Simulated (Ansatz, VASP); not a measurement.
# C: VASP beside Ansatz

```
C
1.0
    -0.80749    0.80749    3.73138
     0.80749   -0.80749    3.73138
     0.80749    0.80749   -3.73138
C
1
Direct
  0.00000 0.00000 0.00000
```

Alike in both runs: functional PBE; k mesh 10 × 10 × 10; occupations gaussian, width 0.1 eV; no spin polarisation.

Ansatz relaxed the structure, and its values are those at the end. VASP's run is a single point on that final structure, the one shown.

```csv
,VASP,Ansatz
version,VASP 6.6.1,Ansatz 0.2.0
potentials or method,"VASP PAW PBE potentials, release 64 (C)","scalar-relativistic, plane waves, PAW"
plane-wave cutoff (eV),520,420
valence electrons in the cell,4,4
```

Ansatz gave:

| Item | Value |
| --- | --- |
| gap on the k mesh at the Fermi level (eV) | none |
| pressure (GPa) | 0.0 |

**Question.** Which values does VASP return?

**Answer.** gap on the k mesh at the Fermi level (eV): none; pressure (GPa): 0.2.

A gap of «none» marks a metal or a gap that the smearing closes.

Caveats: the k mesh is coarse (spacing up to 0.55 Å⁻¹), so the values aren't converged.
